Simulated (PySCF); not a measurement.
Atoms are numbered as in `[CH3:1][CH2:2][CH:3]=[O:4]`. Each H is labelled by its parent atom.

GIAO PBE0/pcSseg-1 shifts (PySCF 2.14, gas phase, non-relativistic, equivalent atoms averaged), each against references optimised in the same way as the molecule (TMS, H2O).

On the GFN2-xTB geometry: C3 205.9, C2 43.0, C1 7.7, O4 690.5, H(C3) 10.19, H(C2) 2.43, H(C1) 1.08 ppm.

What changes on the PBE0-D3(BJ)/def2-SVP geometry?

Results:


| atoms | δ (ppm) | change |
| --- | --- | --- |
| C3 | 204.1 | -1.8 |
| C2 | 41.9 | -1.1 |
| C1 | 7.0 | -0.7 |
| O4 | 694.9 | +4.4 |
| H(C3) | 9.88 | -0.31 |
| H(C2) | 2.29 | -0.14 |
| H(C1) | 1.02 | -0.06 |

Bonds between heavy atoms that differ most (equivalent bonds averaged): C1–C2 1.522 → 1.515 Å, C3–O4 1.197 → 1.202 Å. Mean change of bonds to hydrogen: C–H +0.013 Å.
